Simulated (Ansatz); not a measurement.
# Te2Mo (Pm) in Ansatz: relaxation of cell and atoms with revPBE+D3(BJ)

Aim: the relaxation of cell and atoms of Te2Mo with revPBE+D3(BJ).

Everything below comes from runs of Ansatz 0.2.0. Logs are shortened: lines on timing, memory, paths and dates and some standing lists are left out, and cuts for length are marked.

## (1) The crystal as given

Symmetry: Pm, No. 6, monoclinic system. Conventional cell: a = 6.346 Å, b = 3.494 Å, c = 14.866 Å, α = 90.00°, β = 92.12°, γ = 90.00°. Around Te (site symmetry m) lie 3 Mo at 2.82 to 2.84 Å. Around Te (site symmetry m) lie 3 Mo at 2.82 to 2.84 Å. Te (site symmetry m) is surrounded by 3 Mo at 2.70 to 2.71 Å. Te (site symmetry m) has 3 Mo at 2.70 to 2.71 Å as nearest neighbours. Te (site symmetry m) is surrounded by 3 Mo at 2.70 to 2.71 Å. Te (site symmetry m) is surrounded by 3 Mo at 2.70 to 2.71 Å. Te (site symmetry m) is surrounded by 3 Mo at 2.82 to 2.84 Å. Around Te (site symmetry m) lie 3 Mo at 2.82 to 2.84 Å.

The cell is a database's computed one.

## (2) Relaxation of cell and atoms, revPBE+D3(BJ)

input.yaml

```yaml
crystal:
  lattice:
    - [6.3464495577, 0.0, 0.0]
    - [0.0, 3.49421554, 0.0]
    - [-0.5490254083, 0.0, 14.8561586148]
  atoms:
    - { symbol: Te, position: [0.06308657, 0.5, 0.40139181] }
    - { symbol: Te, position: [0.93626097, 0.0, 0.59892358] }
    - { symbol: Te, position: [0.56720469, 0.0, 0.36206281] }
    - { symbol: Te, position: [0.43253951, 0.5, 0.63827401] }
    - { symbol: Te, position: [0.09104745, 0.0, 0.13792275] }
    - { symbol: Te, position: [0.90945389, 0.5, 0.86175202] }
    - { symbol: Te, position: [0.58109276, 0.5, 0.09854983] }
    - { symbol: Te, position: [0.41934698, 0.0, 0.90115399] }
    - { symbol: Mo, position: [0.31968622, 0.0, 0.50682682] }
    - { symbol: Mo, position: [0.6797845, 0.5, 0.49352002] }
    - { symbol: Mo, position: [0.1814915, 0.5, 0.00653163] }
    - { symbol: Mo, position: [0.81900395, 0.0, 0.99308972] }
hamiltonian:
  xc: revpbe
  pseudopotentials: { kind: paw }
  dispersion: d3bj
kpoints:
  mp_grid: { grid: [4, 8, 2] }
scf:
  occupations: { method: fermi_dirac, width: 0.05 }
output:
  forces: true
  stress: true
  eigenvalues: true
relax:
  f_tol: 0.01
  max_steps: 40
  cell: { stress_tol: 0.05 }
```

Potentials or basis: Ansatz PAW.

Started as:

```
> ansatz run input.yaml --threads 4 --pin off --max-ram 11264MiB --backend cpu --events-out ev --progress --plain --runs-dir out
```

Log:

```text
Warning: RAYON_NUM_THREADS=4 ignored (pool sized by the plan → 4); use --threads N
Engine: ansatz 0.2.0, aarch64-unknown-linux-gnu
Pseudopotentials: kind: paw
Pseudopotential: Te, paw, valence charge 16, recommended cutoff 420 eV (normal), Te.paw.azcp
Pseudopotential: Mo, paw, valence charge 14, recommended cutoff 420 eV (normal), Mo.paw.azcp
Functional definition: revPBE
  parameter kappa = 1.245
  parameter beta = 0.06672455060314922
  exchange = pbe_x(kappa = kappa, mu = beta*pi^2/3)
  correlation = pbe_c(beta = beta)
Crystal: 12 atoms, lattice volume = 329.448 Å³
Basis set: ecut = 420 eV, 6429 PW (Γ), exchange–correlation on 90×48×200 points (8 copies of the dense FFT grid, shifted against one another)
Bands: 111, of which v1, the nominal top of the filled ones, is band 92 counted from 1 (91 counted from 0)
Symmetry: 2 space group operations
Space group: Pm (ITA 6), of the structure as read, at distance tolerance 6.9e-5 Å
k-points: 30 of 64 (time reversal used)
Non-local potential: Te, projectors of the file, l = 0: 2, l = 1: 2, l = 2: 2, l = 3: 2
Non-local potential: Mo, projectors of the file, l = 0: 3, l = 1: 2, l = 2: 2, l = 3: 1
PAW form: soft (Blöchl's): semilocal exchange-correlation on the pseudo side does not see the compensation charge
PAW frozen core: Te, regenerated for the run's functional, and the local potential with it (the file was generated under x = pbe(κ = 0.804, μ = 0.2195149727645171), c = pbe(β = 0.06672455060314922))
PAW frozen core: Mo, regenerated for the run's functional, and the local potential with it (the file was generated under x = pbe(κ = 0.804, μ = 0.2195149727645171), c = pbe(β = 0.06672455060314922))
PAW one-centre angular grid: Te, 590 points (default); XC on 64 Gauss nodes
PAW one-centre angular grid: Mo, 590 points (default); XC on 64 Gauss nodes
Initial density: superposition of atomic densities (neutral atoms: chi_scale 0, normalization atom), corrected by the library's trained network
Initial wavefunctions: pseudopotential atomic-orbital guess
Functional: x = revpbe(κ = 1.245, μ = 0.2195149727645171), c = pbe(β = 0.06672455060314922)
SCF iter   1: F=—  HF=-75748.197014 eV  |F-HF|=—  |Δ(HF+E_count)|=         —  Δρ=5.00e-3  dr2=9.39e-2  ethr=1.77e-3  ⟨swp⟩=6.1  Hψ=12246  notcnv=0  defer=39
preconditioner: auto → LDOS  [metal: Δε(μ)=0.020 eV  Ē_g=7.122 eV  σ=0.050 eV  W_gap=0.10  n_scr=92 (ndim 8)  ℏωp=17.4 eV  f_vac=0.086  D(μ)=2.92/eV (n_scr^D=10)  β→1.0]
SCF iter   2: F=—  HF=-75748.248815 eV  |F-HF|=—  |Δ(HF+E_count)|=   5.18e-2  Δρ=4.97e-3  dr2=3.21e-1  ethr=5.11e-5  ⟨swp⟩=3.7  Hψ=7209  notcnv=0  defer=244
SCF iter   3: F=—  HF=-75748.218612 eV  |F-HF|=—  |Δ(HF+E_count)|=   3.02e-2  Δρ=1.59e-3  dr2=3.24e-2  ethr=5.11e-5  ⟨swp⟩=2.3  Hψ=4273  notcnv=0  defer=244
SCF iter   4: F=—  HF=-75748.215213 eV  |F-HF|=—  |Δ(HF+E_count)|=   3.40e-3  Δρ=3.13e-4  dr2=8.71e-4  ethr=1.76e-5  ⟨swp⟩=2.0  Hψ=3749  notcnv=0  defer=244
SCF iter   5: F=—  HF=-75748.215081 eV  |F-HF|=—  |Δ(HF+E_count)|=   1.31e-4  Δρ=6.62e-5  dr2=3.54e-5  ethr=4.73e-7  ⟨swp⟩=2.0  Hψ=4080  notcnv=0  defer=244
SCF iter   6: F=—  HF=-75748.214795 eV  |F-HF|=—  |Δ(HF+E_count)|=   2.86e-4  Δρ=1.60e-5  dr2=1.12e-6  ethr=1.92e-8  ⟨swp⟩=2.0  Hψ=5157  notcnv=0  defer=244
SCF iter   7: F=—  HF=-75748.214796 eV  |F-HF|=—  |Δ(HF+E_count)|=   1.17e-6  Δρ=5.89e-6  dr2=2.47e-7  ethr=6.08e-10  ⟨swp⟩=2.0  Hψ=5741  notcnv=0  defer=244
SCF iter   8: F=-75748.214796 eV  HF=-75748.214796 eV  |F-HF|=2.28e-9  |Δ(HF+E_count)|=   9.51e-8  Δρ=1.93e-6  dr2=2.63e-8  ethr=5.43e-11  ⟨swp⟩=11.9  Hψ=14809  notcnv=0
SCF 1 converged in 8 iterations: F = -75748.214796 eV  dr2 = 2.63e-8
[... 101 lines left out ...]
  E_band       = -2068.084588
  E_kinetic    = 3225.127005
  E_local      = -13142.360897  (includes V_loc(G=0)·N_el)
  E_nonlocal   = -1914.138016
  E_hartree    = 7567.807919
  E_xc         = -1736.778125
  E_vxc        = -1758.579858  (∫ρ·V_xc dr)
  E_paw        = -50176.885025  (= ΣΔE_a)
  E_vpaw       = -3613.747392  (= ΣTr[D̂ρ^β])
  E_aug_tail   = -0.001324  (compensation charges beyond the density's cutoff)
  E_ewald      = -19558.388846
  E_disp       = -12.960850  (pairwise vdW)
  E_core_change = -0.484920  (= ΣΔE_core)
  E_smearing   = -0.035379  (= −TS)
  E_closure    = -0.000000  (closes the sum)
  Σ components = -75749.098460   (vs F -75749.098460, Δ=0.00e0)
--- Forces (eV/Å), atoms counted from 1 ---
  atom   1  Te     0.00094018     0.00000000    -0.00046982
  atom   2  Te    -0.00118460     0.00000000     0.00071089
  atom   3  Te     0.00118188     0.00000000    -0.00061339
  atom   4  Te    -0.00083294     0.00000000     0.00103722
  atom   5  Te     0.00037342     0.00000000     0.00293020
  atom   6  Te    -0.00022696    -0.00000000    -0.00249813
  atom   7  Te    -0.00014716     0.00000000    -0.00009350
  atom   8  Te     0.00050473     0.00000000    -0.00001311
  atom   9  Mo     0.00295200     0.00000000    -0.00345725
  atom  10  Mo    -0.00272566     0.00000000     0.00291791
  atom  11  Mo    -0.00039035     0.00000000    -0.00057258
  atom  12  Mo    -0.00044458     0.00000000     0.00012139
  max |Σ_I F_I| component: 1.60e-7 eV/Å
--- Stress (GPa, compression-positive) ---
        0.007567      -0.000000      -0.003027
       -0.000000      -0.009643       0.000000
       -0.003027       0.000000      -0.003854
  P = ⅓ Tr σ = -0.0020 GPa (-0.020 kbar)
--- Band table (eV; the first three rows and the last of 30) ---
  k-point 0: bands = ["-47.0119", "-46.9842", "-46.9482", "-46.9218", "-23.1425", "-23.1360", "-23.1320", "-23.1311", "-23.1033", "-23.1005", "-23.0982", "-23.0970", "-23.0955", "-23.0914", "-23.0865", "-23.0855", "-23.0845", "-23.0820", "-23.0793", "-23.0767", "-23.0741", "-23.0720", "-23.0602", "-23.0553", "-23.0548", "-23.0531", "-23.0455", "-23.0399", "-23.0346", "-23.0341", "-23.0312", "-23.0288", "-23.0260", "-23.0195", "-23.0176", "-23.0173", "-23.0103", "-23.0052", "-22.9914", "-22.9814", "-22.9637", "-22.9548", "-22.9476", "-22.9425", "-21.2829", "-21.2555", "-21.1706", "-21.1692", "-21.1422", "-21.1407", "-21.0184", "-20.9993", "-20.9868", "-20.9731", "-20.8524", "-20.8246", "0.4170", "1.0739", "1.2864", "2.3067", "2.3972", "2.6498", "2.8193", "3.1489", "7.7267", "7.7897", "8.3046", "8.5048", "9.2466", "9.4679", "9.6163", "9.8595", "10.3003", "11.3028", "11.3300", "11.4264", "11.5056", "11.5422", "11.7738", "11.8889", "12.1646", "12.2839", "12.5812", "12.7851", "13.0120", "13.1549", "13.4386", "13.5880", "13.8085", "13.8216", "14.2468", "14.4869", "14.6910", "14.8244", "14.8414", "15.0569", "15.0596", "15.8952", "15.9236", "16.1597", "16.3494", "16.7775", "16.9573", "16.9983", "17.0714", "17.3390", "17.5749", "17.8970", "18.6551", "18.8013", "19.0506"]
  k-point 1: bands = ["-47.0119", "-46.9842", "-46.9482", "-46.9218", "-23.1425", "-23.1360", "-23.1320", "-23.1311", "-23.1033", "-23.0996", "-23.0984", "-23.0982", "-23.0943", "-23.0923", "-23.0863", "-23.0852", "-23.0850", "-23.0820", "-23.0793", "-23.0767", "-23.0742", "-23.0718", "-23.0598", "-23.0577", "-23.0531", "-23.0519", "-23.0463", "-23.0398", "-23.0343", "-23.0342", "-23.0315", "-23.0288", "-23.0261", "-23.0195", "-23.0175", "-23.0173", "-23.0102", "-23.0052", "-22.9914", "-22.9814", "-22.9637", "-22.9548", "-22.9476", "-22.9425", "-21.2829", "-21.2555", "-21.1706", "-21.1692", "-21.1422", "-21.1407", "-21.0184", "-20.9993", "-20.9868", "-20.9731", "-20.8524", "-20.8246", "0.5927", "0.6349", "1.9334", "1.9660", "2.4012", "2.4064", "3.0719", "3.0800", "7.8759", "7.9794", "8.3144", "8.3917", "8.8293", "9.1305", "9.6244", "10.1609", "10.8366", "11.1611", "11.4077", "11.4246", "11.4601", "11.4905", "11.7286", "11.7736", "12.1098", "12.3162", "12.5582", "12.7089", "13.1705", "13.2902", "13.2989", "13.3912", "13.9362", "13.9731", "14.2968", "14.5076", "14.5324", "14.6362", "14.9123", "15.0038", "15.4975", "15.8937", "16.0711", "16.0870", "16.1261", "16.1681", "17.2348", "17.2405", "17.3805", "17.3862", "17.4190", "17.4264", "18.8563", "19.0363", "19.2590"]
  k-point 2: bands = ["-47.0086", "-46.9809", "-46.9497", "-46.9233", "-23.1403", "-23.1345", "-23.1316", "-23.1305", "-23.1039", "-23.1003", "-23.0984", "-23.0948", "-23.0922", "-23.0883", "-23.0869", "-23.0855", "-23.0828", "-23.0820", "-23.0811", "-23.0795", "-23.0734", "-23.0724", "-23.0609", "-23.0565", "-23.0564", "-23.0523", "-23.0475", "-23.0399", "-23.0352", "-23.0332", "-23.0294", "-23.0258", "-23.0252", "-23.0205", "-23.0189", "-23.0173", "-23.0100", "-23.0050", "-22.9923", "-22.9831", "-22.9634", "-22.9548", "-22.9474", "-22.9424", "-21.2785", "-21.2508", "-21.1942", "-21.1645", "-21.1589", "-21.1314", "-21.0342", "-21.0062", "-20.9936", "-20.9641", "-20.8527", "-20.8250", "0.5994", "1.2519", "1.4201", "2.4202", "2.5012", "2.7610", "2.8920", "3.2490", "7.9118", "7.9783", "8.4687", "8.6378", "9.2835", "9.5681", "9.7567", "9.7781", "10.2536", "10.9104", "11.0436", "11.1393", "11.2936", "11.5271", "11.6991", "11.8529", "12.0528", "12.1532", "12.2167", "12.6459", "12.7911", "12.9431", "13.0327", "13.0411", "13.4740", "13.7767", "13.8034", "14.0595", "14.0732", "14.7034", "15.1339", "15.2331", "15.2841", "15.8109", "15.8450", "16.0166", "16.1274", "16.2699", "16.4589", "16.7281", "16.8068", "17.2560", "17.4330", "17.4674", "18.9637", "19.0146", "20.0752"]
  k-point 29: bands = ["-46.9738", "-46.9738", "-46.9468", "-46.9468", "-23.1472", "-23.1471", "-23.1120", "-23.1120", "-23.1093", "-23.1093", "-23.0997", "-23.0997", "-23.0896", "-23.0896", "-23.0868", "-23.0868", "-23.0763", "-23.0763", "-23.0691", "-23.0691", "-23.0664", "-23.0664", "-23.0646", "-23.0646", "-23.0590", "-23.0590", "-23.0445", "-23.0445", "-23.0345", "-23.0345", "-23.0256", "-23.0256", "-23.0208", "-23.0208", "-23.0066", "-23.0066", "-23.0056", "-23.0056", "-22.9940", "-22.9939", "-22.9578", "-22.9577", "-22.9439", "-22.9438", "-21.3114", "-21.3113", "-21.2813", "-21.2813", "-21.0874", "-21.0873", "-21.0608", "-21.0608", "-20.9134", "-20.9134", "-20.8847", "-20.8847", "2.7774", "2.7778", "2.9656", "2.9656", "3.1341", "3.1342", "3.2767", "3.2768", "7.7628", "7.7630", "7.8949", "7.8950", "8.7116", "8.7119", "8.9381", "8.9383", "10.1762", "10.1767", "10.4548", "10.4550", "11.1563", "11.1565", "11.3264", "11.3267", "11.6939", "11.6941", "11.7444", "11.7445", "12.0395", "12.0396", "12.2094", "12.2097", "12.8940", "12.8943", "13.0216", "13.0218", "15.0854", "15.0857", "15.1158", "15.1159", "15.6589", "15.6590", "15.8469", "15.8470", "16.1009", "16.1011", "16.3768", "16.3774", "17.2407", "17.2410", "17.5605", "17.5608", "18.6139", "18.6140", "18.8756"]
--- Relaxed structure (7 steps of the walk, 7 accepted, 1 SCFs on fresh bases) ---
  F+E_penalty+E_count = -75749.09845993 eV   max|allowed force component| = 3.457e-3 eV/Å   (the final SCF, on the basis selected at the relaxed cell)
  cell:  # Å, volume = 280.4382 Å³
    - [6.29982548962141, 2.4183052772153294e-17, -0.10891078745335057]
    - [1.331465696415648e-17, 3.4476793494651274, 1.0132282703426822e-16]
    - [-0.7999370591023406, 4.2869648068273253e-16, 12.9254813041422]
  atoms:
    - { symbol: Te, position: [0.05085191378937169, 0.5000000000000001, 0.39025498509498396] }
    - { symbol: Te, position: [0.949031374817632, -1.0206912682827215e-17, 0.6097353634177868] }
    - { symbol: Te, position: [0.5559429799016313, 1.9698734348382654e-17, 0.3411967111121788] }
    - { symbol: Te, position: [0.4439440470167587, 0.5, 0.65880258929503] }
    - { symbol: Te, position: [0.09773495454314489, -2.0416334150781903e-17, 0.15954897429354184] }
    - { symbol: Te, position: [0.9023692159777941, 0.5, 0.8404504494131936] }
    - { symbol: Te, position: [0.5900694319137731, 0.5, 0.10917876121329685] }
    - { symbol: Te, position: [0.4100499624167814, 9.748140586211882e-18, 0.8908281659218158] }
    - { symbol: Mo, position: [0.3191496329469843, 7.452828487638605e-19, 0.5060373710259355] }
    - { symbol: Mo, position: [0.6807291847159719, 0.5, 0.4939622229260465] }
    - { symbol: Mo, position: [0.18333442398842953, 0.5, 0.00819863305072621] }
    - { symbol: Mo, position: [0.8167918679717269, 1.2130692032953161e-18, 0.9918047632354651] }
```

Run time: 4.5 min. Hardware: 4 threads of Arm Neoverse V1, shared host; peak memory 1.5 GiB.

What came out:

- Free energy: -75749.0985 eV
- Relaxed volume: 23.37 Å³/atom
- Relaxed cell: a = 6.301 Å, b = 3.448 Å, c = 12.950 Å, α = 90.00°, β = 94.53°, γ = 90.00°
- Space group after relaxing (to 0.05 Å): P2_1/m (No. 11)
- Energy gained by relaxing: 73.6 meV/atom
- Ionic steps: 8
- Pressure after relaxing: 0.0 GPa
- Largest force after relaxing: 0.005 eV/Å
- Band gap on the k mesh: none (metal or under the smearing width)

Forces in eV/Å, atoms in the order of the input:
```
Te   0.001  0.000  0.000
Te  -0.001  0.000  0.001
Te   0.001  0.000 -0.001
Te  -0.001  0.000  0.001
Te   0.000  0.000  0.003
Te   0.000  0.000 -0.002
Te   0.000  0.000  0.000
Te   0.001  0.000  0.000
Mo   0.003  0.000 -0.003
Mo  -0.003  0.000  0.003
Mo   0.000  0.000 -0.001
Mo   0.000  0.000  0.000
```

The path:
```
step  energy change (eV)  largest force (eV/Å)  volume (Å³)
   1              0.0000                0.2612       329.45
   2             -0.4495                0.2052       289.72
   3             -0.7414                0.3059       283.96
   4             -0.8275                0.6168       279.69
   5             -0.8890                0.0899       279.88
   6             -0.8910                0.0103       280.32
   7             -0.8911                0.0045       280.44
   8             -0.8837                0.0045       280.44
```

Final structure:
```cif
data_structure
_symmetry_space_group_name_H-M 'P 1'
_symmetry_Int_Tables_number 1
_cell_length_a 6.3008
_cell_length_b 3.4477
_cell_length_c 12.9502
_cell_angle_alpha 90.000
_cell_angle_beta 94.532
_cell_angle_gamma 90.000
_cell_volume 280.44
loop_
_atom_site_label
_atom_site_type_symbol
_atom_site_fract_x
_atom_site_fract_y
_atom_site_fract_z
_atom_site_occupancy
Te1 Te 0.05085 0.50000 0.39025 1
Te2 Te 0.94903 0.00000 0.60974 1
Te3 Te 0.55594 0.00000 0.34120 1
Te4 Te 0.44394 0.50000 0.65880 1
Te5 Te 0.09773 0.00000 0.15955 1
Te6 Te 0.90237 0.50000 0.84045 1
Te7 Te 0.59007 0.50000 0.10918 1
Te8 Te 0.41005 0.00000 0.89083 1
Mo1 Mo 0.31915 0.00000 0.50604 1
Mo2 Mo 0.68073 0.50000 0.49396 1
Mo3 Mo 0.18333 0.50000 0.00820 1
Mo4 Mo 0.81679 0.00000 0.99180 1
```

Levels at points of the mesh, in eV from the Fermi level:
```csv
k point,band 90,band 91,band 92,band 93,band 94,band 95
"(0.00, 0.00, 0.00)",-0.31,0.12,0.36,0.56,0.69,0.71
"(0.00, 0.00, -0.50)",-0.16,0.17,0.38,0.40,0.51,0.78
"(0.00, -0.50, 0.00)",-1.68,-1.42,-1.42,0.86,0.86,1.14
"(0.00, -0.50, -0.50)",-1.68,-1.49,-1.49,0.78,0.78,1.15
"(-0.50, 0.00, 0.00)",-0.98,-0.46,-0.41,-0.14,-0.12,0.73
"(-0.50, 0.00, -0.50)",-0.99,-0.65,-0.23,-0.05,0.02,0.62
"(-0.50, -0.50, 0.00)",-1.24,-1.12,-1.12,0.91,0.91,1.06
"(-0.50, -0.50, -0.50)",-1.24,-1.11,-1.11,0.95,0.96,0.99
```

Caveat: the plane-wave basis is chosen anew once the cell has moved, so the energies of steps on either side of that aren't comparable; the PAW data sets come from PBE, with cores solved anew for the run's functional, which leaves a small shift of forces and pressure. The run has no spin-orbit coupling, so splittings on Te are missing.
